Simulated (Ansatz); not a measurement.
**LuH3O3: what each run costs**

Cell: 14 atoms, space group P6_3/m, a = 6.226 Å, b = 6.226 Å, c = 3.463 Å, α = 90.00°, β = 90.00°, γ = 120.00°.

All runs are DFT with Ansatz 0.2.0 on 1 thread of Arm Neoverse V2 (aarch64; 32 cores open to the job, memory cap 2.5 GiB, no GPU), a shared host.

(1) Rank the runs by wall time, shortest first.
A. single point, PBE with spin–orbit coupling, 420 eV, 5×5×7 k-points, smearing 0.02 eV
B. single point, PBE, 420 eV, 5×5×7 k-points, smearing 0.02 eV
C. single point, r2SCAN, 500 eV, 5×5×7 k-points, smearing 0.02 eV

Results:

(1) B (16 s, 0.56 GiB), C (34 s, 0.8 GiB), A (2.1 min, 1.1 GiB).
